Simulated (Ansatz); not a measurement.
Strain and the gap of BN (wurtzite)

BN built on the wurtzite prototype, relaxed with r2SCAN in Ansatz. The symmetry is P6_3mc (No. 186, hexagonal); a = 2.544 Å, c = 4.208 Å in the conventional setting, 5.90 Å³ an atom. Around B lie 4 N at 1.56–1.58 Å; around N lie 4 B at 1.56–1.58 Å.

The axes x, y and z are those of this cell:
```yaml
crystal:
  lattice:
    - [2.54395, 0.00000, 0.00000]
    - [-1.27198, 2.20313, 0.00000]
    - [0.00000, 0.00000, 4.20782]
  atoms:
    - { symbol: B, position: [0.33333, 0.66667, 0.00020] }
    - { symbol: B, position: [0.66667, 0.33333, 0.50020] }
    - { symbol: N, position: [0.33333, 0.66667, 0.37480] }
    - { symbol: N, position: [0.66667, 0.33333, 0.87480] }
```

Unstrained: With PBE the valence top lies at Γ and the conduction bottom at K, 5.207 eV higher; the smallest vertical gap, at Γ–M (0.20 of the way from Γ), is 8.298 eV. With r2SCAN the valence top lies at Γ and the conduction bottom at K, 5.752 eV higher; the smallest vertical gap, at Γ–M (0.20 of the way from Γ), is 9.001 eV. HSE06 gives an indirect gap of 6.530 eV, from Γ to K; the least direct gap is 9.956 eV at Γ–M (0.22 of the way from Γ). Meshes: PBE 12×12×6, r2SCAN 12×12×6, HSE06 9×9×4. Strains are changes of length per length. After each strain the atoms were relaxed again with r2SCAN within the symmetry that the strain leaves, so tilts or polar shifts that break it weren't tested; points keep the names that they have in the unstrained zone. Calculated for a static, non-magnetic cell.

Changes of the least gap in eV (an overlap counts as a negative gap):

| strain | volume change (%) | space group | PBE | r2SCAN | HSE06 | G0W0@PBE (mesh) | energy rise, r2SCAN (meV/atom) |
| --- | --- | --- | --- | --- | --- | --- | --- |
| uniaxial -4.0 % along z | -4.0 | P6_3mc | +0.153 | +0.172 | +0.157 | +0.18 | 34.4 |
| uniaxial -3.0 % along z | -3.0 | P6_3mc | +0.097 | +0.112 | +0.100 | +0.12 | 18.9 |
| uniaxial -2.0 % along z | -2.0 | P6_3mc | +0.052 | +0.062 | +0.054 | +0.07 | 8.2 |
| uniaxial -1.0 % along z | -1.0 | P6_3mc | +0.020 | +0.024 | +0.020 | +0.03 | 2.0 |
| uniaxial +1.0 % along z | +1.0 | P6_3mc | -0.005 | -0.009 | -0.005 | -0.01 | 1.9 |
| uniaxial +2.0 % along z | +2.0 | P6_3mc | +0.006 | -0.001 | +0.006 | -0.01 | 7.4 |
| uniaxial +3.0 % along z | +3.0 | P6_3mc | +0.034 | +0.024 | +0.036 | +0.01 | 16.3 |
| uniaxial +4.0 % along z | +4.0 | P6_3mc | +0.082 | +0.069 | +0.085 | +0.05 | 28.0 |

Unstrained, G0W0@PBE with 98 empty bands, a screening cutoff of 150 eV and a 6×6×4 mesh gives 6.71 eV on its mesh; the band count follows the volume. The G0W0 figures hold for the stated bands, cutoff and mesh and aren't extrapolated.

Uniaxial -4.0 % along z, other directions held. HSE06: the gap goes from 6.530 to 6.687 eV (+0.157 eV); with r2SCAN the top three valence levels at Γ, grouped 2+1 from the top over 271 meV, become 2+1 over 106 meV. Stress change with r2SCAN, compression positive: xx +2.89, yy +2.89, zz +48.93 GPa.

Uniaxial -3.0 % along z, other directions held. HSE06: the gap goes from 6.530 to 6.630 eV (+0.100 eV); with r2SCAN the top three valence levels at Γ, grouped 2+1 from the top over 271 meV, become 2+1 over 158 meV. Stress change with r2SCAN, compression positive: xx +2.05, yy +2.05, zz +35.52 GPa.

Uniaxial -2.0 % along z, other directions held. HSE06: the gap goes from 6.530 to 6.584 eV (+0.054 eV); with r2SCAN the top three valence levels at Γ, grouped 2+1 from the top over 271 meV, become 2+1 over 203 meV. Stress change with r2SCAN, compression positive: xx +1.30, yy +1.30, zz +22.90 GPa.

Uniaxial -1.0 % along z, other directions held. HSE06: the gap goes from 6.530 to 6.550 eV (+0.020 eV); with r2SCAN the top three valence levels at Γ, grouped 2+1 from the top over 271 meV, become 2+1 over 241 meV. Stress change with r2SCAN, compression positive: xx +0.62, yy +0.62, zz +11.05 GPa.

Uniaxial +1.0 % along z, other directions held. HSE06: the gap goes from 6.530 to 6.525 eV (-0.005 eV); with r2SCAN the top three valence levels at Γ, grouped 2+1 from the top over 271 meV, become 2+1 over 289 meV. Stress change with r2SCAN, compression positive: xx -0.57, yy -0.57, zz -10.23 GPa.

Uniaxial +2.0 % along z, other directions held. HSE06: the gap goes from 6.530 to 6.536 eV (+0.006 eV); with r2SCAN the top three valence levels at Γ, grouped 2+1 from the top over 271 meV, become 2+1 over 297 meV. Stress change with r2SCAN, compression positive: xx -1.10, yy -1.10, zz -19.61 GPa.

Uniaxial +3.0 % along z, other directions held. HSE06: the gap goes from 6.530 to 6.566 eV (+0.036 eV); with r2SCAN the top three valence levels at Γ, grouped 2+1 from the top over 271 meV, become 2+1 over 293 meV. Stress change with r2SCAN, compression positive: xx -1.59, yy -1.59, zz -28.12 GPa.

Uniaxial +4.0 % along z, other directions held. HSE06: the gap goes from 6.530 to 6.615 eV (+0.085 eV). Stress change with r2SCAN, compression positive: xx -2.07, yy -2.07, zz -35.70 GPa.

The meshes of the hybrids are coarse, so their gaps aren't converged to the digits shown.

The splittings at Γ are without spin-orbit coupling, which regroups them where it is of like size or larger.
